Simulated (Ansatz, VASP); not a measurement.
**TiB: VASP beside Ansatz**

The input INCAR:

```
SYSTEM = TiB
ALGO = Normal
EDIFF = 1E-8
ENCUT = 520
GGA = CA
ISIF = 2
ISMEAR = -1
LASPH = .True.
LCHARG = .False.
LEFG = .True.
LREAL = .False.
LWAVE = .False.
NBANDS = 14
NELM = 80
PREC = Accurate
SIGMA = 0.05
```

Contents of KPOINTS:

```
k-points
0
Gamma
  13 13 13
  0 0 0
```

The input POSCAR:

```
TiB
1.0
    0.0000000000      2.0868989040      2.0868989040
    2.0868989040      0.0000000000      2.0868989040
    2.0868989040      2.0868989040      0.0000000000
Ti B
1 1
Direct
    0.7500000000      0.7500000000      0.7500000000
    0.0000000000      0.0000000000      0.0000000000
```

Input for Ansatz:

```yaml
crystal:
  lattice:
    - [0.0, 2.086898904, 2.086898904]
    - [2.086898904, 0.0, 2.086898904]
    - [2.086898904, 2.086898904, 0.0]
  atoms:
    - { symbol: Ti, position: [0.75, 0.75, 0.75] }
    - { symbol: B, position: [0.0, 0.0, 0.0] }
kpoints:
  mp_grid: { grid: [13, 13, 13] }
scf:
  occupations: { method: fermi_dirac, width: 0.05 }
hamiltonian:
  xc: lda
  pseudopotentials: { kind: all_electron, datasets: crystal }
output:
  forces: true
  stress: true
  eigenvalues: true
  efg: { contact_densities: true }
```

Change from the starting cell: volume scaled by 0.98, crystal datasets.

Alike in both runs: task electric field gradients; functional LDA; k mesh 13 × 13 × 13; occupations fermi-dirac, width 0.05 eV; no spin polarisation.

|  | VASP | Ansatz |
| --- | --- | --- |
| version | VASP 6.6.1 | Ansatz 0.2.0 |
| potentials or method | VASP PAW LDA potentials, release 64 (Ti_sv, B) | all-electron PAW with datasets made for the crystal, scalar-relativistic |
| plane-wave cutoff (eV) | 520 | see its input |

Ansatz gave:

* pressure (GPa): 114.2
* Vzz of the field gradient on the site that differs most (V/Å²): 0.0

Q: Which values does VASP return?

A: Pressure (GPa): 114.1; Vzz of the field gradient on the site that differs most (V/Å²): 0.0.

Ansatz ran all-electron here, so the differences hold the error of VASP's frozen core and of both bases.

Caveats: the cell as given lies far from equilibrium; so large a pressure means that the cell lies far from this level's equilibrium, or that cutoff or potentials fall short (VASP).
